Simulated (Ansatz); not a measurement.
Relaxed bulk NbN, space group Fm-3m (No. 225):

```
Nb N
1.0
     0.00000    2.19025    2.19025
     2.19025    0.00000    2.19025
     2.19025    2.19025    0.00000
Nb N
1 1
Direct
  0.50000 0.50000 0.50000
  0.00000 0.00000 0.00000
```

Computed with DFT PBEsol, scalar-relativistic, plane waves, PAW in Ansatz 0.2.0. Cutoff 420 eV, k spacing 0.19 to 0.25 Å⁻¹, dipole correction; no spin polarisation.

Slabs with different planes and terminations (top/bottom plane) are cut from it in 1×1 cells and relaxed. Each holds whole formula units counted by Nb and an excess Δn of N (negative: a deficit); ΔE is its energy over those formula units in the bulk and the excess in the standard state of N. The formation energy of NbN is -2.322 eV a formula unit (uncorrected), so Δμ(N) runs from -2.322 eV to 0 if no other compound intervenes.

```
                slab A (Å²)  Δn(N)  ΔE (eV)
  (111) Nb/Nb, Nb6N5    8.31  -1.00    4.909
    (111) N/N, Nb4N5    8.31  +1.00    0.536
   (111) N/Nb, Nb5N5    8.31      0    2.720
(100) NbN/NbN, Nb6N6    9.59      0    1.301
```

(1) Work out each slab's surface energy at the N-rich and N-poor ends.

(2) Does the lowest surface change with the conditions?

Only the planes named were cut, so another facet can lie lower still. Reconstructions in larger cells weren't sought.

## Answers

(1) γ = [ΔE − Δn·Δμ(N)]/(2A) × 16.02 J/m² per eV/Å², the mean of both faces:

```csv
slab,N-rich (J/m²),N-poor (J/m²)
"(111) Nb/Nb, Nb6N5",4.73,2.49
"(111) N/N, Nb4N5",0.52,2.75
"(111) N/Nb, Nb5N5",2.62,2.62
"(100) NbN/NbN, Nb6N6",1.09,1.09
```

(2) Yes: among these slabs (111) N/N, Nb4N5 is lowest at the N-rich end and (100) NbN/NbN, Nb6N6 at the N-poor end. Their lines cross where (ΔE − Δn·Δμ)/A is equal, at Δμ(N) = -0.59 eV, with γ = 1.09 J/m².